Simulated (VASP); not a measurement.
VASP 6.6.1 run: Si

INCAR

```
LCHARG = .FALSE.
NELM = 120
SIGMA = 0.02
ALGO = Fast
GGA = PE
IBRION = -1
PREC = Accurate
EDIFF = 1E-7
NBANDS = 11
ISMEAR = -1
LREAL = .FALSE.
ENCUT = 520
LWAVE = .FALSE.
NSW = 0
ISIF = 2
LASPH = .TRUE.
```

KPOINTS

```
KPOINTS created by Atomic Simulation Environment
0
Gamma
8 8 8
0 0 0
```

POSCAR

```
Si
 1.0000000000000000
     0.0000000000000000    2.7765612735000000    2.6821061821000001
     2.7765612735000000    0.0000000000000000    2.6821061821000001
     2.7765612735000000    2.7765612735000000    0.0000000000000000
 Si
   2
Cartesian
  0.0000000000000000  0.0000000000000000  0.0000000000000000
  1.3882806367499998  1.3882806367499998  1.3410530910500000
```

The recommended PBE PAW datasets give the neutral cell 8 valence electrons.

Command

```
mpirun -np 1 vasp_std
```

OSZICAR

```
N       E                     dE             d eps       ncg     rms          rms(c)
DAV:   1     0.626050631047E+01    0.62605E+01   -0.32860E+03  1298   0.568E+02
DAV:   2    -0.104295945030E+02   -0.16690E+02   -0.15924E+02  1708   0.803E+01
DAV:   3    -0.109930216197E+02   -0.56343E+00   -0.56158E+00  1715   0.126E+01
DAV:   4    -0.109974346756E+02   -0.44131E-02   -0.44124E-02  1524   0.140E+00
DAV:   5    -0.109974786336E+02   -0.43958E-04   -0.43958E-04  1622   0.132E-01    0.468E+00
RMM:   6    -0.108857438494E+02    0.11173E+00   -0.35147E-02  1303   0.890E-01    0.284E+00
RMM:   7    -0.108334150990E+02    0.52329E-01   -0.80624E-02  1425   0.147E+00    0.171E-01
RMM:   8    -0.108348689197E+02   -0.14538E-02   -0.45724E-03  1398   0.443E-01    0.722E-02
RMM:   9    -0.108350399601E+02   -0.17104E-03   -0.65459E-04  1488   0.167E-01    0.767E-02
RMM:  10    -0.108350904395E+02   -0.50479E-04   -0.12926E-04  1452   0.789E-02    0.107E-02
RMM:  11    -0.108350928942E+02   -0.24546E-05   -0.28506E-05  1525   0.391E-02    0.139E-02
RMM:  12    -0.108350934567E+02   -0.56257E-06   -0.50756E-06  1561   0.171E-02    0.189E-02
RMM:  13    -0.108350928843E+02    0.57248E-06   -0.13533E-06  1500   0.833E-03    0.285E-02
RMM:  14    -0.108350929869E+02   -0.10268E-06   -0.22755E-07  1279   0.351E-03    0.368E-02
RMM:  15    -0.108350934453E+02   -0.45834E-06   -0.34876E-07  1419   0.329E-03    0.567E-02
RMM:  16    -0.108350934851E+02   -0.39793E-07   -0.30662E-08   828   0.122E-03
   1 F= -.10835093E+02 E0= -.10835093E+02  d E =-.844656E-06
```

From OUTCAR

```
k-points           NKPTS =     59   k-points in BZ     NKDIM =     59   number of bands    NBANDS=     11

   NELECT =       8.0000    total number of electrons

   dimension x,y,z NGX =    30 NGY =   30 NGZ =   30
   dimension x,y,z NGXF=    60 NGYF=   60 NGZF=   60

  energy-cutoff  :      520.00
  volume of cell :       41.35
      direct lattice vectors                 reciprocal lattice vectors
     0.000000000  2.776561274  2.682106182    -0.180078864  0.180078864  0.186420658
     2.776561274  0.000000000  2.682106182     0.180078864 -0.180078864  0.186420658
     2.776561274  2.776561274  0.000000000     0.180078864  0.180078864 -0.186420658

 k-points in reciprocal lattice and weights: KPOINTS created by Atomic Simulation Env
   0.00000000  0.00000000  0.00000000       0.002
   0.12500000  0.00000000  0.00000000       0.016
   0.25000000  0.00000000  0.00000000       0.016
   0.37500000  0.00000000  0.00000000       0.016
   0.50000000  0.00000000  0.00000000       0.008
   0.12500000  0.12500000  0.00000000       0.004
   0.25000000  0.12500000  0.00000000       0.016
   0.37500000  0.12500000  0.00000000       0.016
   ...

 E-fermi :   5.8083

 k-point     1 :       0.0000    0.0000    0.0000
  band No.  band energies     occupation
      1      -6.2326      2.00000
      2       5.4297      2.00000
      3       5.4297      2.00000
      4       5.6606      1.99876
      5       7.9765      0.00000
      6       8.1065      0.00000
      7       8.1065      0.00000
      8       8.4964      0.00000
      9      12.9076      0.00000
     10      13.3401      0.00000
     11      13.4981      0.00000

 k-point     2 :       0.1250    0.0000    0.0000
  band No.  band energies     occupation
      1      -6.0339      2.00000
      2       3.9144      2.00000
      3       5.1364      2.00000
      4       5.3225      2.00000
      5       7.8943      0.00000
      6       8.4517      0.00000
      7       8.5058      0.00000
      8       9.9345      0.00000
      9      12.5072      0.00000
     10      12.9625      0.00000
     11      14.1122      0.00000

 k-point     3 :       0.2500    0.0000    0.0000
  band No.  band energies     occupation
      1      -5.4552      2.00000
      2       1.6399      2.00000
      3       4.6486      2.00000
      4       4.8896      2.00000
      5       7.4010      0.00000
      6       8.9443      0.00000
      7       9.0424      0.00000
      8      12.1385      0.00000
      9      12.6261      0.00000
     10      12.7693      0.00000
     11      14.4368      0.00000

 k-point     4 :       0.3750    0.0000    0.0000
  band No.  band energies     occupation
      1      -4.5903      2.00000
      2      -0.3253      2.00000
      3       4.3029      2.00000
      4       4.5931      2.00000
      5       7.0269      0.00000
      6       8.8471      0.00000
      7       9.1054      0.00000
      8      13.3286      0.00000
      9      13.8821      0.00000
     10      14.1182      0.00000
     11      14.9817      0.00000

 k-point     5 :       0.5000    0.0000    0.0000
  band No.  band energies     occupation
      1      -3.9801      2.00000
      2      -1.3109      2.00000
      3       4.1832      2.00000
      4       4.4926      2.00000
      5       6.8945      0.00000
      6       8.7343      0.00000
      7       9.0292      0.00000
      8      13.2056      0.00000
      9      15.7578      0.00000
     10      16.1677      0.00000
     11      16.2357      0.00000

 ...

  Total       -0.5262755     -0.5262755      0.2869926      0.0000000      0.0000000      0.0000000
  in kB      -20.3893443    -20.3893443     11.1188727      0.0000000      0.0000000      0.0000000
  external PRESSURE =      -9.8866053 kB  Pullay stress =       0.0000000 kB

 POSITION                                       TOTAL-FORCE (eV/Angst)
 -----------------------------------------------------------------------------------
      0.00000      0.00000      0.00000        -0.000000     -0.000000      0.000000
      1.38828      1.38828      1.34105         0.000000      0.000000     -0.000000
 -----------------------------------------------------------------------------------
    total drift:                               -0.000000     -0.000000     -0.000000

  FREE ENERGIE OF THE ION-ELECTRON SYSTEM (eV)
  ---------------------------------------------------
  free  energy   TOTEN  =       -10.8350934851 eV

  energy  without entropy=      -10.8350926404  energy(sigma->0) =      -10.83509306
```

It converged. Results: gap between bands v and c on the k mesh 0.31 eV; least direct gap on the k mesh 2.32 eV; pressure -1.0 GPa. Band v is the last that the valence electrons fill when counted band by band, and c is the next.

For comparison, a separate PBE run of the intended cell, on usual settings and not on those above, gives a gap of 0.31 eV on its mesh and a pressure of -1.0 GPa.

The run above took about 32 s on one core of a shared host (Intel Xeon Platinum 8488C) and held 0.16 GiB at most.
